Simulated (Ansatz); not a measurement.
## NaI: a film clamped to a substrate

Theory: Ansatz, DFT PBE, scalar-relativistic, plane waves, PAW. The runs took a 420 eV cutoff, a Γ-centred 6×6×6 mesh and Gaussian smearing (0.05 eV). Spin–orbit coupling is left out, which matters for the heavy elements here. No spin polarisation. Energies are free energies at this smearing, counted from the undisturbed cell; pressure is positive in compression.

Reference structure (as given, not relaxed at this level; it stands at 0.4 GPa):

```xyz
2
Lattice="0.0000 3.2364 3.2364 3.2364 0.0000 3.2364 3.2364 3.2364 0.0000" Properties=species:S:1:pos:R:3 pbc="T T T"
Na    0.0000    0.0000    0.0000
I     3.2364    3.2364    3.2364
```

The cell (2 atoms, V0 = 67.80 Å³) is strained by p along both x and y and by q along z, fractional coordinates fixed. τp = (1/V0) ∂E/∂p = (σxx + σyy)(1 + p)(1 + q) and τq = (1/V0) ∂E/∂q = σzz(1 + p)², with tension positive.

```csv
p,q,ΔE (meV/atom),τp (GPa),τq (GPa)
0.000,0.000,0.00,-0.84,-0.42
-0.015,0.000,4.80,-2.23,-0.67
0.015,0.000,-0.77,0.31,-0.17
0.000,-0.015,2.20,-1.09,-0.98
0.000,0.015,-0.57,-0.60,0.04
```

Problem. Get the second derivatives of the energy density.

Solution. Central differences give A = ∂τp/∂p = 85 GPa (C11 + C22 + 2 C12), C = ∂τq/∂q = 34 GPa (C33) and the cross term B = ∂τq/∂p = 16.4 GPa (C13 + C23); ∂τp/∂q = 16.5 GPa must equal B, and any difference shows higher-order terms. The ions are clamped. In a cubic crystal C11 = C = 34, C12 = B/2 = 8.2 GPa and A should be 2(C11 + C12) = 85 GPa; the bulk modulus is (C11 + 2 C12)/3 = 16.9 GPa.

Problem. A film of this crystal grows with z along the normal on a substrate that imposes p. How does its thickness respond, and what does the misfit cost?

Solution. Count p and q from the stress-free cell. A free surface needs τq = 0, so q = −(B/C) p = -0.48 p. The energy density left is (A − B²/C) p²/2 = M p², with the biaxial modulus M = 38 GPa; a misfit of 1 % costs 0.81 meV/atom, against 0.90 meV/atom if the thickness were held.

At p = 0.030 the energies along q are 4.9 (q = -0.030), 2.4 (q = -0.015), 1.8 (q = 0.000), 2.7 (q = 0.015), 4.9 (q = 0.030) meV/atom.

Problem. Does the linear rule hold at this misfit?

Solution. A parabola through the lowest point and its neighbours has its minimum at q = -0.002, 1.8 meV/atom. With the stress left in the starting cell, τp0 and τq0, linear elasticity gives q = −(τq0 + Bp)/C = -0.002 and E = V0(τp0 p + τq0 q + Ap²/2 + Bpq + Cq²/2)/N = 2.7 meV/atom. The energies differ by more than a tenth, so the quadratic law fails here: the gap holds the anharmonic part, with some error from the wide steps. Cubic terms also shift the vertex of so wide a parabola.